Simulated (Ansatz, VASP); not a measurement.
**Two plane-wave programs on AlN**

```
CELL_PARAMETERS angstrom
0.00000 2.34186 2.11205
2.11205 0.00000 2.11205
2.11205 2.34186 0.00000
ATOMIC_POSITIONS crystal
Al 0.99549 0.00451 0.00451
N 0.75868 0.74132 0.74132
```

Change from the starting cell: mode 4 frozen in at -0.038 Å, strain +e along z and -e/2 along x and y +0.0700.

Alike in both runs: task single point; functional PBEsol; k mesh 10 × 10 × 10; occupations gaussian, width 0.05 eV; no spin polarisation.

|  | VASP | Ansatz |
| --- | --- | --- |
| version | VASP 6.6.1 | Ansatz 0.2.0 |
| potentials or method | VASP PAW PBE potentials, release 64 (Al, N) | scalar-relativistic, plane waves, PAW |
| plane-wave cutoff (eV) | 520 | 520 |
| valence electrons in the cell | 8 | 8 |

VASP gave:

```
gap on the k mesh at the Fermi level (eV)       : 2.82
least direct gap on the mesh (eV)               : 3.81
pressure (GPa)                                  : 0.3
largest component of the traceless stress (GPa) : 11.97
rms of the force components (eV/Å)              : 0.429
```

Problem. Estimate Ansatz's values.

Solution. gap on the k mesh at the Fermi level (eV): 2.83; least direct gap on the mesh (eV): 3.79; pressure (GPa): 0.3; largest component of the traceless stress (GPa): 11.95; rms of the force components (eV/Å): 0.425.

Atom by atom the forces differ by 0.003 eV/Å (rms over components). With one functional, cell and mesh, what is left measures potentials, basis and numerics. Ansatz warned: «pseudo_functional_mismatch».

Caveats: the PAW data sets were made with another functional, which shifts forces and pressure a little (VASP). A k mesh can miss the band edges.
